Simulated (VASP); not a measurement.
# TePb (Fm-3m) in VASP: further runs

The runs below take TePb through relaxation of cell and atoms, with PBEsol, AM05.

All numbers are computed with VASP 6.6.1; they aren't measurements. Logs are shortened: lines on timing, memory, paths and dates and some standing lists are left out, and cuts for length are marked.

## (1) Starting point

Symmetry: Fm-3m, No. 225, cubic system. The conventional cell has a = 6.462 Å, b = 6.462 Å, c = 6.462 Å, α = 90.00°, β = 90.00°, γ = 90.00°. Te (site symmetry m-3m) has 6 Pb at 3.23 Å as nearest neighbours. Pb (site symmetry m-3m) is surrounded by 6 Te at 3.23 Å.

## (2) Relaxation of cell and atoms, PBEsol

The input, INCAR:

```
PREC = Accurate
ENCUT = 600
EDIFF = 1E-6
ISMEAR = 0
SIGMA = 0.03
LREAL = F
LASPH = T
NELM = 80
ALGO = Normal
ISIF = 3
LWAVE = F
LCHARG = F
GGA = PS
IBRION = 2
NSW = 90
EDIFFG = -0.01
```

The input, KPOINTS:

```
regular mesh
0
Gamma
  8 8 8
```

The input, POSCAR:

```
TePb
1.0
    0.0000000000      3.2310000000      3.2310000000
    3.2310000000      0.0000000000      3.2310000000
    3.2310000000      3.2310000000      0.0000000000
Te Pb
1 1
Direct
    0.5000000000      0.5000000000      0.5000000000
    0.0000000000      0.0000000000      0.0000000000
```

Potentials or basis: VASP PAW PBE potentials, release 64 (Te, Pb_d).

On the command line:

```console
$ cat potpaw_PBE.64/Te/POTCAR potpaw_PBE.64/Pb_d/POTCAR > POTCAR
$ mpirun -np 1 vasp_std > vasp.out
```

OUTCAR:

```text
PREC = Accurate
   ENCUT = 600
   EDIFF = 1E-6
   ISMEAR = 0
   LREAL = F
   LASPH = T
   NELM = 80
   ISIF = 3
   GGA = PS
   IBRION = 2
   NSW = 90
   EDIFFG = -0.01

 ion  position               nearest neighbor table
   1  0.500  0.500  0.500-   2 3.23   2 3.23   2 3.23   2 3.23   2 3.23   2 3.23
   2  0.000  0.000  0.000-   1 3.23   1 3.23   1 3.23   1 3.23   1 3.23   1 3.23

  LATTYP: Found a face centered cubic cell.
 ALAT       =     6.4620000000

  Lattice vectors:

 A1 = (   0.0000000000,   3.2310000000,   3.2310000000)
 A2 = (   3.2310000000,   0.0000000000,   3.2310000000)
 A3 = (   3.2310000000,   3.2310000000,   0.0000000000)

Analysis of symmetry for initial positions (statically):
=====================================================================
 Subroutine PRICEL returns:
 Original cell was already a primitive cell.

 Routine SETGRP: Setting up the symmetry group for a
 face centered cubic supercell.

 Subroutine GETGRP returns: Found 48 space group operations
 (whereof 48 operations were pure point group operations)
 out of a pool of 48 trial point group operations.

The static configuration has the point symmetry O_h .

Analysis of symmetry for dynamics (positions and initial velocities):
=====================================================================
 Subroutine PRICEL returns:
 Original cell was already a primitive cell.

 Routine SETGRP: Setting up the symmetry group for a
 face centered cubic supercell.

 Subroutine GETGRP returns: Found 48 space group operations
 (whereof 48 operations were pure point group operations)
 out of a pool of 48 trial point group operations.

The dynamic configuration has the point symmetry O_h .

 Subroutine INISYM returns: Found 48 space group operations
 (whereof 48 operations are pure point group operations),
 and found     1 'primitive' translations

----------------------------------------------------------------------------------------

                                     Primitive cell

  volume of cell :      67.4592

  direct lattice vectors                    reciprocal lattice vectors
     0.000000000  3.231000000  3.231000000    -0.154750851  0.154750851  0.154750851
     3.231000000  0.000000000  3.231000000     0.154750851 -0.154750851  0.154750851
     3.231000000  3.231000000  0.000000000     0.154750851  0.154750851 -0.154750851

  length of vectors
     4.569324020  4.569324020  4.569324020     0.268036337  0.268036337  0.268036337

  position of ions in fractional coordinates (direct lattice)
     0.500000000  0.500000000  0.500000000
     0.000000000  0.000000000  0.000000000

  ion indices of the primitive-cell ions
   primitive index   ion index
                 1           1
                 2           2

----------------------------------------------------------------------------------------

 KPOINTS: regular mesh

Automatic generation of k-mesh.
 Grid dimensions read from file:
 generate k-points for:    8    8    8

 Generating k-lattice:

  Cartesian coordinates                     Fractional coordinates (reciprocal lattice)
    -0.019343856  0.019343856  0.019343856     0.125000000  0.000000000  0.000000000
     0.019343856 -0.019343856  0.019343856     0.000000000  0.125000000  0.000000000
     0.019343856  0.019343856 -0.019343856     0.000000000  0.000000000  0.125000000

  Length of vectors
     0.033504542  0.033504542  0.033504542

  Shift w.r.t. Gamma in fractional coordinates (k-lattice)
     0.000000000  0.000000000  0.000000000

 Subroutine IBZKPT returns following result:
 ===========================================

 Found     29 irreducible k-points:

 Following reciprocal coordinates:
            Coordinates               Weight
  0.000000  0.000000  0.000000      1.000000
  0.125000  0.000000  0.000000      8.000000
  0.250000  0.000000  0.000000      8.000000
  0.375000  0.000000  0.000000      8.000000
  0.500000  0.000000  0.000000      4.000000
  0.125000  0.125000  0.000000      6.000000
[... 16 lines left out ...]
  0.500000  0.250000  0.125000     48.000000
 -0.375000  0.250000  0.125000     24.000000
 [... further k-points ...]
   k-points           NKPTS =     29   k-points in BZ     NKDIM =     29   number of bands    NBANDS=     14
   number of dos      NEDOS =    301   number of ions     NIONS =      2
   total plane-waves  NPLWV =  64000
   dimension x,y,z NGX =    40 NGY =   40 NGZ =   40
   dimension x,y,z NGXF=    80 NGYF=   80 NGZF=   80
   ions per type =               1   1
   NGX,Y,Z   is equivalent  to a cutoff of  14.55, 14.55, 14.55 a.u.
   NGXF,Y,Z  is equivalent  to a cutoff of  29.11, 29.11, 29.11 a.u.
 SYSTEM =  unknown system
   PREC   = accura    normal or accurate (medium, high low for compatibility)
   ISTART =      0    job   : 0-new  1-cont  2-samecut
   ICHARG =      2    charge: 1-file 2-atom 10-const
   ISPIN  =      1    spin polarized calculation?
   LNONCOLLINEAR =      F non collinear calculations
   LSORBIT =      F    spin-orbit coupling
   LASPH  =      T    aspherical Exc in radial PAW
   ENCUT  =  600.0 eV  44.10 Ry    6.64 a.u.   9.13  9.13  9.13*2*pi/ulx,y,z
   NELM   =     80;   NELMIN=  2; NELMDL= -5     # of ELM steps
   EDIFF  = 0.1E-05   stopping-criterion for ELM
   LREAL  =      F    real-space projection
   EDIFFG = -.1E-01   stopping-criterion for IOM
   NSW    =     90    number of steps for IOM
   IBRION =      2    ionic relax: 0-MD 1-quasi-New 2-CG
   NFREE  =      1    steps in history (QN), initial steepest desc. (CG)
   ISIF   =      3    stress and relaxation
   ISYM   =      2    0-nonsym 1-usesym 2-fastsym
   POTIM  = 0.5000    time-step for ionic-motion
   TEBEG  =    0.0;   TEEND  =   0.0 temperature during run
   PSTRESS=    0.0 pullay stress
   NELECT =      20.0000    total number of electrons
   NUPDOWN=      -1.0000    fix difference up-down
   EMIN   =  10.00;   EMAX   =-10.00  energy-range for DOS
   EFERMI =   0.00;   METHOD = LEGACY
   ISMEAR =     0;   SIGMA  =   0.03  broadening in eV -4-tet -1-fermi 0-gaus
   EFERMI_NEDOS =   21; number of points for ismear=-14 and -15
   IALGO  =     38    algorithm
   IMIX   =      4    mixing-type and parameters
     AMIX     =   0.40;   BMIX     =  1.00
     AMIX_MAG =   1.60;   BMIX_MAG =  1.00
  volume/ion in A,a.u.               =      33.73       227.62
  Fermi-wavevector in a.u.,A,eV,Ry     =   1.091619  2.062861 16.213147  1.191633
  Thomas-Fermi vector in A             =   2.227868
   LORBIT       =      0    0 simple, 1 ext, 2 COOP (PROOUT), +10 PAW based schemes
   GGA     = PS    functional components
   LHFCALC =     F    Hartree Fock is set to
   AEXX    =    0.0000 exact exchange contribution
   IVDW    =     0    specifies the selected vdW correction
   LEPSILON=     F    determine dielectric tensor
   LRPA    =     F    only Hartree local field effects (RPA)
 conjugate gradient relaxation of ions
 non-spin polarized calculation
 Gauss-broadening in eV      SIGMA  =   0.03
  energy-cutoff  :      600.00
  volume of cell :       67.46
 maximum number of plane-waves:      2272
 NGX is ok and might be reduce to    40
   NGX = 19   NGY = 19   NGZ = 19

--------------------------------------- Ionic step        1  -------------------------------------------

 number of electron      19.9999998 magnetization

 Free energy of the ion-electron system (eV)
  ---------------------------------------------------
  ext. energy  EPLUGINS =         0.00000000
  ---------------------------------------------------
  free energy    TOTEN  =        -8.25851127 eV

  energy without entropy =       -8.25851127  energy(sigma->0) =       -8.25851127

------------------------ aborting loop because EDIFF is reached ----------------------------------------

  FORCE on cell =-STRESS in cart. coord.  units (eV):
  Direction    XX          YY          ZZ          XY          YZ          ZX
  --------------------------------------------------------------------------------------
  -------------------------------------------------------------------------------------
  Total       -0.1639793     -0.1639793     -0.1639793      0.0000000      0.0000000     -0.0000000
  in kB       -3.8945639     -3.8945639     -3.8945639      0.0000000      0.0000000     -0.0000000
  external PRESSURE =      -3.8945639 kB  Pullay stress =       0.0000000 kB

 VOLUME and BASIS-vectors are now :
 -----------------------------------------------------------------------------
  energy-cutoff  :      600.00
  volume of cell :       67.46
      direct lattice vectors                 reciprocal lattice vectors
     0.000000000  3.231000000  3.231000000    -0.154750851  0.154750851  0.154750851
     3.231000000  0.000000000  3.231000000     0.154750851 -0.154750851  0.154750851
     3.231000000  3.231000000  0.000000000     0.154750851  0.154750851 -0.154750851
[... 37 lines left out ...]
 POSITION                                       TOTAL-FORCE (eV/Angst)
 -----------------------------------------------------------------------------------
      3.21822      3.21822      3.21822         0.000000      0.000000      0.000000
      6.43644      6.43644      6.43644        -0.000000     -0.000000     -0.000000
 -----------------------------------------------------------------------------------
    total drift:                                0.000000     -0.000000      0.000000

  FREE ENERGIE OF THE ION-ELECTRON SYSTEM (eV)
  ---------------------------------------------------
  free  energy   TOTEN  =        -8.2590991007 eV

  energy  without entropy=       -8.2590991007  energy(sigma->0) =       -8.25909910

--------------------------------------- Ionic step        3  -------------------------------------------

 number of electron      19.9999998 magnetization

 Free energy of the ion-electron system (eV)
  ---------------------------------------------------
  ext. energy  EPLUGINS =         0.00000000
  ---------------------------------------------------
  free energy    TOTEN  =        -8.25920085 eV

  energy without entropy =       -8.25920085  energy(sigma->0) =       -8.25920085

 E-fermi :   5.7718     XC(G=0):  -9.5084

 val. band max:        5.5710570945   @ k =   0.5000   0.0000   0.0000
 cond. band min:       6.2214503994   @ k =   0.5000   0.0000   0.0000
 fundamental gap:      0.6503933049
 Fermi energy:         5.7718287958

 k-point     1 :       0.0000    0.0000    0.0000
  band No.  band energies     occupation
      1     -11.0729      2.00000
      2     -11.0729      2.00000
      3     -11.0613      2.00000
      4     -11.0613      2.00000
      5     -11.0613      2.00000
      6      -6.5346      2.00000
      7      -0.0230      2.00000
      8       4.2043      2.00000
      9       4.2043      2.00000
     10       4.2043      2.00000
     11       9.6369      0.00000
     12       9.6369      0.00000
     13       9.6369      0.00000
     14      11.3086      0.00000

 k-point     2 :       0.1250    0.0000    0.0000
  band No.  band energies     occupation
      1     -11.0748      2.00000
      2     -11.0748      2.00000
      3     -11.0609      2.00000
      4     -11.0591      2.00000
      5     -11.0591      2.00000
      6      -6.3987      2.00000
      7      -0.4706      2.00000
      8       4.2445      2.00000
      9       4.2445      2.00000
     10       4.4530      2.00000
[... 362 lines left out ...]
 k-point    24 :      -0.3750    0.2500    0.1250
  band No.  band energies     occupation
      1     -11.1040      2.00000
      2     -11.0812      2.00000
      3     -11.0550      2.00000
      4     -11.0489      2.00000
      5     -11.0402      2.00000
      6      -4.8725      2.00000
      7      -2.8113      2.00000
      8       2.7374      2.00000
      9       2.9515      2.00000
     10       5.1056      2.00000
     11       6.8493      0.00000
     12       9.1222      0.00000
     13       9.5986      0.00000
     14      12.3227      0.00000

 [... further k-points ...]
[... 5 lines left out ...]
  --------------------------------------------------------------------------------------
  -------------------------------------------------------------------------------------
  Total       -0.0024282     -0.0024282     -0.0024282      0.0000000      0.0000000      0.0000000
  in kB       -0.0581636     -0.0581636     -0.0581636      0.0000000      0.0000000      0.0000000
  external PRESSURE =      -0.0581636 kB  Pullay stress =       0.0000000 kB

 VOLUME and BASIS-vectors are now :
 -----------------------------------------------------------------------------
  energy-cutoff  :      600.00
  volume of cell :       66.89
      direct lattice vectors                 reciprocal lattice vectors
     0.000000000  3.221851583  3.221851583    -0.155190265  0.155190265  0.155190265
     3.221851583  0.000000000  3.221851583     0.155190265 -0.155190265  0.155190265
     3.221851583  3.221851583 -0.000000000     0.155190265  0.155190265 -0.155190265

 POSITION                                       TOTAL-FORCE (eV/Angst)
 -----------------------------------------------------------------------------------
      3.22185      3.22185      3.22185         0.000000      0.000000      0.000000
      0.00000      0.00000      0.00000         0.000000      0.000000     -0.000000
 -----------------------------------------------------------------------------------
    total drift:                                0.000000     -0.000000     -0.000000

  FREE ENERGIE OF THE ION-ELECTRON SYSTEM (eV)
  ---------------------------------------------------
  free  energy   TOTEN  =        -8.2592008481 eV

  energy  without entropy=       -8.2592008481  energy(sigma->0) =       -8.25920085

 reached required accuracy - stopping structural energy minimisation
```

It took 31 s on 1 thread of Intel Xeon 6975P-C (Granite Rapids), shared host; peak memory 0.25 GiB.

Results:

```
Free energy                            : -8.2592 eV
Relaxed volume                         : 33.44 Å³/atom
Relaxed cell                           : a = 4.556 Å, b = 4.556 Å, c = 4.556 Å, α = 60.00°, β = 60.00°, γ = 60.00°
Space group after relaxing (to 0.05 Å) : Fm-3m (No. 225)
Energy gained by relaxing              : 0.3 meV/atom
Ionic steps                            : 3
Pressure after relaxing                : 0.0 GPa
Band gap on the k mesh                 : 0.65 eV, direct
```

The path:
```
step  energy change (eV)  largest force (eV/Å)  pressure (GPa)  volume (Å³)
   1              0.0000                0.0000           -0.39        67.46
   2             -0.0006                0.0000            0.16        66.66
   3             -0.0007                0.0000           -0.01        66.89
```

Final structure:
```xyz
2
Lattice="0.0000 3.2219 3.2219 3.2219 0.0000 3.2219 3.2219 3.2219 0.0000" Properties=species:S:1:pos:R:3 pbc="T T T"
Te    3.2219    3.2219    3.2219
Pb    0.0000    0.0000    0.0000
```

Levels at points of the mesh, in eV from the valence-band top:
```tsv
k point	band 6	band 7	band 8	band 9	band 10	band 11	band 12	band 13	band 14
(0.00, 0.00, 0.00)	-12.11	-5.59	-1.37	-1.37	-1.37	4.07	4.07	4.07	5.74
(0.50, 0.00, 0.00)	-10.64	-8.65	-0.90	-0.90	0.00	0.65	1.22	1.22	8.30
(0.50, 0.50, 0.00)	-10.38	-7.32	-4.59	-2.85	-2.85	3.17	5.49	5.49	6.73
```

Caveat: the PAW data sets were made with another functional, which shifts forces and pressure a little; spin-orbit coupling is left out, which as a rule narrows the gap of such compounds by several tenths of an eV.

[end of part 1 of 3]
